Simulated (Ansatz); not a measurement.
# ZrSe2 (P-3m1) in Ansatz: notebook

One crystal, ZrSe2, is run at these levels: PBE, LDA; tasks: band structure, single point, equation of state.

Everything below comes from runs of Ansatz 0.2.0. Logs are shortened: lines on timing, memory, paths and dates and some standing lists are left out, and cuts for length are marked.

**Experimental background.**

From “Stress-Tuned Optical Transitions in Layered 1T-MX2 (M= Hf, Zr, Sn; X= S, Se) Crystals”, 2022, arxiv:2210.12074, for a bulk crystal of ZrSe2: band gap 1.2 eV (indirect).

The results are compared with them further down.

## (1) The crystal as given

It takes space group P-3m1 (No. 164, trigonal). The conventional cell has a = 3.798 Å, b = 3.798 Å, c = 6.192 Å, α = 90.00°, β = 90.00°, γ = 120.00°. Around Zr (site symmetry -3m) lie 6 Se at 2.68 Å. Around Se (site symmetry 3m) lie 3 Zr at 2.68 Å.

## (2) Band structure, PBE

File input.yaml:

```yaml
crystal:
  lattice:
    - [3.798, 0.0, 0.0]
    - [-1.899, 3.2891644836, 0.0]
    - [0.0, 0.0, 6.192]
  atoms:
    - { symbol: Zr, position: [0.0, 0.0, 0.0] }
    - { symbol: Se, position: [0.6666666667, 0.3333333333, 0.75] }
    - { symbol: Se, position: [0.3333333333, 0.6666666667, 0.25] }
hamiltonian:
  xc: pbe
  pseudopotentials: { kind: paw }
kpoints:
  mp_grid: { grid: [8, 8, 5] }
  band_path:
    path:
      - [[0.0, 0.0, 0.0], [0.5, 0.0, 0.0], [0.3333333333, 0.3333333333, 0.0], [0.0, 0.0, 0.0], [0.0, 0.0, 0.5], [0.5, 0.0, 0.5], [0.3333333333, 0.3333333333, 0.5], [0.0, 0.0, 0.5]]
      - [[0.5, 0.0, 0.5], [0.5, 0.0, 0.0]]
      - [[0.3333333333, 0.3333333333, 0.0], [0.3333333333, 0.3333333333, 0.5]]
    npoints: 14
scf:
  occupations: { method: fermi_dirac, width: 0.05 }
  n_extra_bands: 7
output:
  forces: true
  stress: true
  eigenvalues: true
  fatbands: true
```

Potentials or basis: Ansatz PAW.

Launch:

```
$ ansatz run input.yaml --threads 2 --pin off --max-ram 5632MiB --backend cpu --events-out ev --progress --plain --runs-dir out
```

The program printed:

```text
Warning: RAYON_NUM_THREADS=2 ignored (pool sized by the plan → 2); use --threads N
scf.n_extra_bands = 7 over 22 filled bands (N_el = 44.0): the run solves 29 bands
Engine: ansatz 0.2.0, x86_64-unknown-linux-gnu
Pseudopotentials: kind: paw
Pseudopotential: Zr, paw, valence charge 12, recommended cutoff 420 eV (normal), Zr.paw.azcp
Pseudopotential: Se, paw, valence charge 16, recommended cutoff 420 eV (normal), Se.paw.azcp
Functional definition: PBE
  parameter kappa = 0.804
  parameter beta = 0.06672455060314922
  exchange = pbe_x(kappa = kappa, mu = beta*pi^2/3)
  correlation = pbe_c(beta = beta)
Crystal: 3 atoms, lattice volume = 77.352 Å³
Basis set: ecut = 420 eV, 1521 PW (Γ), exchange–correlation on 54×54×90 points (8 copies of the dense FFT grid, shifted against one another)
Bands: 29, of which v1, the nominal top of the filled ones, is band 22 counted from 1 (21 counted from 0)
Symmetry: 12 space group operations
Space group: P-3m1 (ITA 164), of the structure as read, at distance tolerance 4.3e-5 Å
k-points: 40 of 320
Non-local potential: Zr, projectors of the file, l = 0: 3, l = 1: 2, l = 2: 2, l = 3: 2
Non-local potential: Se, projectors of the file, l = 0: 2, l = 1: 2, l = 2: 3, l = 3: 1
PAW form: soft (Blöchl's): semilocal exchange-correlation on the pseudo side does not see the compensation charge
PAW one-centre angular grid: Zr, 590 points (default); XC on 64 Gauss nodes
PAW one-centre angular grid: Se, 590 points (default); XC on 64 Gauss nodes
Initial density: superposition of atomic densities (neutral atoms: chi_scale 0, normalization atom), corrected by the library's trained network
Initial wavefunctions: pseudopotential atomic-orbital guess
Functional: x = pbe(κ = 0.804, μ = 0.2195149727645171), c = pbe(β = 0.06672455060314922)
SCF iter   1: F=—  HF=-15126.037698 eV  |F-HF|=—  |Δ(HF+E_count)|=         —  Δρ=1.14e-3  dr2=7.18e-4  ethr=1.77e-3  ⟨swp⟩=5.8  Hψ=4883  notcnv=0  defer=13
preconditioner: auto → Resta (q_TF=auto, 2.483 Å⁻¹)  ε∞=4.5  [insulator: Δε(μ)=0.418 eV  Ē_g=9.029 eV  σ=0.050 eV  W_gap=0.97  n_scr=22 (ndim 8)  ℏωp=16.9 eV  f_vac=0.068  D(μ)=0.02/eV (n_scr^D=0)  ε∞_Penn≈4.5]
SCF iter   2: F=—  HF=-15126.037667 eV  |F-HF|=—  |Δ(HF+E_count)|=   3.08e-5  Δρ=6.25e-4  dr2=2.04e-4  ethr=1.63e-6  ⟨swp⟩=2.0  Hψ=2336  notcnv=0  defer=18
SCF iter   3: F=—  HF=-15126.037879 eV  |F-HF|=—  |Δ(HF+E_count)|=   2.12e-4  Δρ=1.92e-4  dr2=6.56e-5  ethr=4.63e-7  ⟨swp⟩=2.0  Hψ=1936  notcnv=0  defer=18
SCF iter   4: F=—  HF=-15126.037853 eV  |F-HF|=—  |Δ(HF+E_count)|=   2.59e-5  Δρ=8.62e-5  dr2=5.81e-6  ethr=1.49e-7  ⟨swp⟩=2.0  Hψ=1936  notcnv=0  defer=18
SCF iter   5: F=—  HF=-15126.037858 eV  |F-HF|=—  |Δ(HF+E_count)|=   5.69e-6  Δρ=2.45e-5  dr2=4.99e-7  ethr=1.32e-8  ⟨swp⟩=2.0  Hψ=1936  notcnv=0  defer=18
SCF iter   6: F=—  HF=-15126.037858 eV  |F-HF|=—  |Δ(HF+E_count)|=   9.94e-8  Δρ=1.33e-5  dr2=2.23e-7  ethr=2.27e-10  ⟨swp⟩=8.7  Hψ=5174  notcnv=0
SCF iter   7: F=-15126.037858 eV  HF=-15126.037858 eV  |F-HF|=5.76e-9  |Δ(HF+E_count)|=   1.79e-8  Δρ=3.39e-6  dr2=1.11e-8  ethr=2.27e-10  ⟨swp⟩=2.8  Hψ=4422  notcnv=0
SCF 1 converged in 7 iterations: F = -15126.037858 eV  dr2 = 1.11e-8
NSCF: frozen V_eff on 129 k-points
SCF converged after 7 iterations
Free energy (F): -15126.037858 eV
Harris-Foulkes:  -15126.037858 eV  (|F-HF|=5.76e-9)
Internal energy: -15126.037480 eV  (E = F + TS)
E sigma→0 (E₀):  -15126.037669 eV
Entropy (-TS):   -0.000378 eV (-0.126 meV/atom)
Fermi energy:    8.893516 eV
--- Per-component energies (eV) ---
  E_band       = -897.820036
  E_kinetic    = 570.678444
  E_local      = -5900.084418  (includes V_loc(G=0)·N_el)
  E_nonlocal   = -1114.164157
  E_hartree    = 2787.411716
  E_xc         = -371.372273
  E_vxc        = -388.894089  (∫ρ·V_xc dr)
  E_paw        = -6775.204200  (= ΣΔE_a)
  E_vpaw       = 359.820156  (= ΣTr[D̂ρ^β])
  E_aug_tail   = -0.001166  (compensation charges beyond the density's cutoff)
  E_ewald      = -4323.301427
  E_smearing   = -0.000378  (= −TS)
  E_closure    = -0.000000  (closes the sum)
  Σ components = -15126.037858   (vs F -15126.037858, Δ=0.00e0)
--- Forces (eV/Å), atoms counted from 1 ---
  atom   1  Zr     0.00000000    -0.00000000     0.00000000
  atom   2  Se     0.00000000    -0.00000000    -0.28355476
  atom   3  Se    -0.00000000     0.00000000     0.28355476
  max |Σ_I F_I| component: 5.55e-17 eV/Å
--- Stress (GPa, compression-positive) ---
        1.357552       0.000000       0.000000
        0.000000       1.357552      -0.000000
        0.000000      -0.000000       3.073169
  P = ⅓ Tr σ = 1.9294 GPa (19.294 kbar)
--- Band table (eV; the first three rows and the last of 40) ---
  k-point 0: bands = ["-40.7607", "-38.1837", "-38.1837", "-38.1836", "-38.1836", "-38.1778", "-38.1776", "-38.1762", "-38.1762", "-38.1760", "-38.1760", "-18.8128", "-18.7012", "-18.7012", "-4.5071", "-3.2521", "4.0307", "5.9766", "5.9766", "8.6485", "8.6485", "8.7024", "9.7578", "9.7578", "10.2899", "13.0402", "13.0402", "13.4584", "13.7638"]
  k-point 1: bands = ["-40.7607", "-38.1838", "-38.1838", "-38.1835", "-38.1835", "-38.1778", "-38.1776", "-38.1762", "-38.1762", "-38.1760", "-38.1760", "-18.8129", "-18.7012", "-18.7012", "-4.4360", "-3.3623", "4.3092", "5.9924", "5.9924", "7.9860", "8.5904", "8.5904", "9.7486", "9.7486", "10.5126", "13.1704", "13.1704", "13.8759", "14.0659"]
  k-point 2: bands = ["-40.7607", "-38.1839", "-38.1839", "-38.1835", "-38.1835", "-38.1777", "-38.1777", "-38.1762", "-38.1762", "-38.1760", "-38.1760", "-18.8131", "-18.7012", "-18.7012", "-4.2806", "-3.5787", "4.9580", "6.0187", "6.0187", "6.8918", "8.4992", "8.4992", "9.7332", "9.7332", "10.6547", "13.3924", "13.3924", "14.1510", "15.1899"]
  k-point 39: bands = ["-40.7501", "-38.1838", "-38.1837", "-38.1836", "-38.1804", "-38.1774", "-38.1773", "-38.1759", "-38.1759", "-38.1758", "-38.1757", "-18.8505", "-18.7996", "-18.7636", "-3.4031", "-3.2531", "4.6824", "5.0295", "5.6961", "6.2818", "6.5993", "6.9577", "10.2255", "11.0077", "11.1153", "13.0789", "13.8838", "15.5352", "16.3541"]
```

bands.tsv:

```text
# k_distance	band_0	band_1	band_2	band_3	band_4	band_5	band_6	band_7	band_8	band_9	band_10	band_11	band_12	band_13	band_14	band_15	band_16	band_17	band_18	band_19	band_20	band_21	band_22	band_23	band_24	band_25	band_26	band_27	band_28
# fermi_ev = 8.893516
[... 147 lines left out ...]
6.704798	-49.643366	-47.077280	-47.077168	-47.077168	-47.073856	-47.070841	-47.070841	-47.069365	-47.069338	-47.069338	-47.069289	-27.720944	-27.720944	-27.656253	-12.210255	-12.210255	-3.903343	-3.903343	-3.550033	-2.535490	-2.197276	-2.197276	1.570617	2.024305	2.024305	4.670319	4.670319	7.375100	7.375100
6.741038	-49.643366	-47.077283	-47.077169	-47.077169	-47.073853	-47.070841	-47.070841	-47.069364	-47.069338	-47.069338	-47.069291	-27.720945	-27.720945	-27.656258	-12.210280	-12.210280	-3.905128	-3.905128	-3.542658	-2.545548	-2.193648	-2.193648	1.571344	2.020156	2.020156	4.681933	4.681933	7.356470	7.356470
```

It took 3.7 s on 2 threads of Intel Xeon 6975P-C (Granite Rapids), shared host; peak memory 0.46 GiB.

Results:

- Free energy: -15126.0379 eV
- Pressure: 1.9 GPa
- Largest force: 0.284 eV/Å
- Band gap on the k mesh: 0.41 eV, indirect (least direct gap 1.06 eV)
- Band gap along the path: 0.37 eV, indirect (least direct gap 1.06 eV)

Forces on the atoms (eV/Å):
```
Zr   0.000  0.000  0.000
Se   0.000  0.000 -0.284
Se   0.000  0.000  0.284
```

Stress tensor (GPa, compression positive):
```
1.36 0.00 0.00
0.00 1.36 0.00
0.00 0.00 3.07
```

Levels at the corners of the path, in eV from the valence-band top:
| point | band 20 | band 21 | band 22 | band 23 | band 24 | band 25 |
| --- | --- | --- | --- | --- | --- | --- |
| Γ | -0.06 | -0.06 | 0.00 | 1.05 | 1.05 | 1.58 |
| M | -2.51 | -2.14 | -1.37 | 0.57 | 2.51 | 2.85 |
| K | -2.32 | -2.32 | -1.75 | 1.69 | 2.60 | 2.60 |
| Γ | -0.06 | -0.06 | 0.00 | 1.05 | 1.05 | 1.58 |
| A | -2.05 | -0.22 | -0.22 | 1.02 | 1.02 | 1.96 |
| L | -2.53 | -1.06 | -0.99 | 0.37 | 2.51 | 2.84 |
| H | -2.36 | -2.01 | -2.01 | 1.76 | 2.21 | 2.21 |
| A | -2.05 | -0.22 | -0.22 | 1.02 | 1.02 | 1.96 |
| L | -2.53 | -1.06 | -0.99 | 0.37 | 2.51 | 2.84 |
| M | -2.51 | -2.14 | -1.37 | 0.57 | 2.51 | 2.85 |
| K | -2.32 | -2.32 | -1.75 | 1.69 | 2.60 | 2.60 |
| H | -2.36 | -2.01 | -2.01 | 1.76 | 2.21 | 2.21 |

Caveat: this functional lacks dispersion, which binds the layers, so the pressure and a relaxed spacing across them are unreliable.

## (3) Single point, LDA, 24.24 Å³/atom (volume scaled by 0.94)

File input.yaml:

```yaml
crystal:
  lattice:
    - [3.7204680409, 0.0, 0.0]
    - [-1.8602340205, 3.2220198374, 0.0]
    - [0.0, 0.0, 6.0655971852]
  atoms:
    - { symbol: Zr, position: [0.0, 0.0, 0.0] }
    - { symbol: Se, position: [0.6666666667, 0.3333333333, 0.75] }
    - { symbol: Se, position: [0.3333333333, 0.6666666667, 0.25] }
hamiltonian:
  xc: lda
  pseudopotentials: { kind: paw }
kpoints:
  mp_grid: { grid: [8, 8, 5] }
scf:
  occupations: { method: fermi_dirac, width: 0.05 }
output:
  forces: true
  stress: true
  eigenvalues: true
  write_density: true
  write_potential: true
  elf: true
  volumetric_format: npy
```

Potentials or basis: Ansatz PAW.

Launch:

```
$ ansatz run input.yaml --threads 2 --pin off --max-ram 5632MiB --backend cpu --events-out ev --progress --plain --runs-dir out
```

Wall time 1.6 s (2 threads of Intel Xeon 6975P-C (Granite Rapids), shared host); peak memory 0.44 GiB.

Results (log left out):

| Property | Result |
| --- | --- |
| Free energy | -14847.9887 eV |
| Pressure | 2.0 GPa |
| Largest force | 0.624 eV/Å |
| Band gap on the k mesh | 0.26 eV, indirect (least direct gap 0.97 eV) |

Caveat: odd divisions of the mesh miss points on the zone boundary, where band edges often lie, so the gap on the mesh can be too wide; the PAW data sets come from PBE, with cores solved anew for the run's functional, which leaves a small shift of forces and pressure.

## (4) Single point, LDA, 24.75 Å³/atom (volume scaled by 0.96)

input.yaml, as its differences from that of step 3:

```diff
@@ -2,5 +2,5 @@
   lattice:
-    - [3.7204680409, 0.0, 0.0]
-    - [-1.8602340205, 3.2220198374, 0.0]
-    - [0.0, 0.0, 6.0655971852]
+    - [3.7466693833, 0.0, 0.0]
+    - [-1.8733346917, 3.2447108656, 0.0]
+    - [0.0, 0.0, 6.1083140657]
   atoms:
@@ -20,5 +20 @@
   eigenvalues: true
-  write_density: true
-  write_potential: true
-  elf: true
-  volumetric_format: npy
```

Launch:

```
$ ansatz run input.yaml --threads 2 --pin off --max-ram 5632MiB --backend cpu --events-out ev --progress --plain --runs-dir out
```

Run time: 1.2 s. Hardware: 2 threads of Intel Xeon 6975P-C (Granite Rapids), shared host; peak memory 0.44 GiB.

The run converged. Its results:

```yaml
Free_energy: -14847.9987 eV
Pressure: 0.1 GPa
Largest_force: 0.370 eV/Å
Band_gap_on_the_k_mesh: 0.29 eV, indirect (least direct gap 0.98 eV)
```

Caveat: odd divisions of the mesh miss points on the zone boundary, where band edges often lie, so the gap on the mesh can be too wide; the PAW data sets come from PBE, with cores solved anew for the run's functional, which leaves a small shift of forces and pressure.

## (5) Single point, LDA, 25.27 Å³/atom (volume scaled by 0.98)

input.yaml, as its differences from that of step 4:

```diff
@@ -2,5 +2,5 @@
   lattice:
-    - [3.7466693833, 0.0, 0.0]
-    - [-1.8733346917, 3.2447108656, 0.0]
-    - [0.0, 0.0, 6.1083140657]
+    - [3.7725092991, 0.0, 0.0]
+    - [-1.8862546495, 3.267088889, 0.0]
+    - [0.0, 0.0, 6.1504417008]
   atoms:
```

Launch:

```
$ ansatz run input.yaml --threads 2 --pin off --max-ram 5632MiB --backend cpu --events-out ev --progress --plain --runs-dir out
```

Wall time 1.3 s (2 threads of Intel Xeon 6975P-C (Granite Rapids), shared host); peak memory 0.44 GiB.

Results (log left out):

```yaml
Free_energy: -14847.9911 eV
Pressure: -1.6 GPa
Largest_force: 0.135 eV/Å
Band_gap_on_the_k_mesh: 0.31 eV, indirect (least direct gap 0.98 eV)
```

Caveat: odd divisions of the mesh miss points on the zone boundary, where band edges often lie, so the gap on the mesh can be too wide; the PAW data sets come from PBE, with cores solved anew for the run's functional, which leaves a small shift of forces and pressure.

## (6) Single point, LDA, 25.78 Å³/atom

input.yaml, as its differences from that of step 5:

```diff
@@ -2,5 +2,5 @@
   lattice:
-    - [3.7725092991, 0.0, 0.0]
-    - [-1.8862546495, 3.267088889, 0.0]
-    - [0.0, 0.0, 6.1504417008]
+    - [3.798, 0.0, 0.0]
+    - [-1.899, 3.2891644836, 0.0]
+    - [0.0, 0.0, 6.192]
   atoms:
```

Potentials or basis: Ansatz PAW.

Launch:

```
$ ansatz run input.yaml --threads 2 --pin off --max-ram 5632MiB --backend cpu --events-out ev --progress --plain --runs-dir out
```

It took 1.3 s on 2 threads of Intel Xeon 6975P-C (Granite Rapids), shared host; peak memory 0.44 GiB.

The run converged. Its results:

```
Free energy            : -14847.9679 eV
Pressure               : -3.2 GPa
Largest force          : 0.083 eV/Å
Band gap on the k mesh : 0.33 eV, indirect (least direct gap 0.98 eV)
```

Caveat: odd divisions of the mesh miss points on the zone boundary, where band edges often lie, so the gap on the mesh can be too wide; the PAW data sets come from PBE, with cores solved anew for the run's functional, which leaves a small shift of forces and pressure.

## (7) Single point, LDA, 26.30 Å³/atom (volume scaled by 1.02)

input.yaml, as its differences from that of step 6:

```diff
@@ -2,5 +2,5 @@
   lattice:
-    - [3.798, 0.0, 0.0]
-    - [-1.899, 3.2891644836, 0.0]
-    - [0.0, 0.0, 6.192]
+    - [3.8231530509, 0.0, 0.0]
+    - [-1.9115765255, 3.3109476647, 0.0]
+    - [0.0, 0.0, 6.2330078176]
   atoms:
@@ -20 +20,5 @@
   eigenvalues: true
+  write_density: true
+  write_potential: true
+  elf: true
+  volumetric_format: npy
```

Launch:

```
$ ansatz run input.yaml --threads 2 --pin off --max-ram 5632MiB --backend cpu --events-out ev --progress --plain --runs-dir out
```

Run time: 1.7 s. Hardware: 2 threads of Intel Xeon 6975P-C (Granite Rapids), shared host; peak memory 0.45 GiB.

Results (log left out):

```yaml
Free_energy: -14847.9304 eV
Pressure: -4.6 GPa
Largest_force: 0.285 eV/Å
Band_gap_on_the_k_mesh: 0.35 eV, indirect (least direct gap 0.98 eV)
```

Caveat: odd divisions of the mesh miss points on the zone boundary, where band edges often lie, so the gap on the mesh can be too wide; the PAW data sets come from PBE, with cores solved anew for the run's functional, which leaves a small shift of forces and pressure.

## (8) Single point, LDA, 26.82 Å³/atom (volume scaled by 1.04)

input.yaml, as its differences from that of step 7:

```diff
@@ -2,5 +2,5 @@
   lattice:
-    - [3.8231530509, 0.0, 0.0]
-    - [-1.9115765255, 3.3109476647, 0.0]
-    - [0.0, 0.0, 6.2330078176]
+    - [3.8479794157, 0.0, 0.0]
+    - [-1.9239897079, 3.3324479273, 0.0]
+    - [0.0, 0.0, 6.2734830285]
   atoms:
```

Launch:

```
$ ansatz run input.yaml --threads 2 --pin off --max-ram 5632MiB --backend cpu --events-out ev --progress --plain --runs-dir out
```

Run time: 1.7 s. Hardware: 2 threads of Intel Xeon 6975P-C (Granite Rapids), shared host; peak memory 0.44 GiB.

It converged, with:

| Property | Result |
| --- | --- |
| Free energy | -14847.8803 eV |
| Pressure | -5.8 GPa |
| Largest force | 0.473 eV/Å |
| Band gap on the k mesh | 0.37 eV, indirect (least direct gap 0.98 eV) |

Caveat: odd divisions of the mesh miss points on the zone boundary, where band edges often lie, so the gap on the mesh can be too wide; the PAW data sets come from PBE, with cores solved anew for the run's functional, which leaves a small shift of forces and pressure.

## (9) Single point, LDA, 27.33 Å³/atom (volume scaled by 1.06)

input.yaml, as its differences from that of step 8:

```diff
@@ -2,5 +2,5 @@
   lattice:
-    - [3.8479794157, 0.0, 0.0]
-    - [-1.9239897079, 3.3324479273, 0.0]
-    - [0.0, 0.0, 6.2734830285]
+    - [3.8724894996, 0.0, 0.0]
+    - [-1.9362447498, 3.3536742825, 0.0]
+    - [0.0, 0.0, 6.3134425964]
   atoms:
```

Potentials or basis: Ansatz PAW.

Launch:

```
$ ansatz run input.yaml --threads 2 --pin off --max-ram 5632MiB --backend cpu --events-out ev --progress --plain --runs-dir out
```

It took 1.8 s on 2 threads of Intel Xeon 6975P-C (Granite Rapids), shared host; peak memory 0.44 GiB.

It converged, with:

```yaml
Free_energy: -14847.8187 eV
Pressure: -6.9 GPa
Largest_force: 0.648 eV/Å
Band_gap_on_the_k_mesh: 0.39 eV, indirect (least direct gap 0.98 eV)
```

Caveat: odd divisions of the mesh miss points on the zone boundary, where band edges often lie, so the gap on the mesh can be too wide; the PAW data sets come from PBE, with cores solved anew for the run's functional, which leaves a small shift of forces and pressure.

## (10) Equation of state, LDA

No new run: the results of the series are fitted here.

What came out:

```yaml
Equilibrium_volume: 24.78 Å³/atom
Bulk_modulus_at_fixed_shape_and_positions: 87 GPa
Pressure_derivative_of_the_bulk_modulus: 4.1
```

Energy against volume, from the lowest point:
```
volume (Å³/atom)  energy (meV/atom)
          24.237               3.32
          24.753               0.00
          25.268               2.51
          25.784              10.27
          26.300              22.75
          26.815              39.47
          27.331              60.00
```

Caveat: the cell was scaled at fixed shape and fractional positions, which overstates the stiffness of a crystal with free parameters, most of all of layers and chains.

## (11) How close it comes

Step 2. Measured gap of ZrSe2: 1.2 eV (indirect; quoted in “Stress-Tuned Optical Transitions in Layered 1T-MX2 (M= Hf, Zr, Sn; X= S, Se) Crystals”, 2022, arxiv:2210.12074). This calculation gives 0.37 eV (-0.83 eV). Spin-orbit coupling on Se, Zr is left out. The value is that of PBE, without temperature or zero-point motion. Semilocal functionals fall short of measured gaps as a rule.
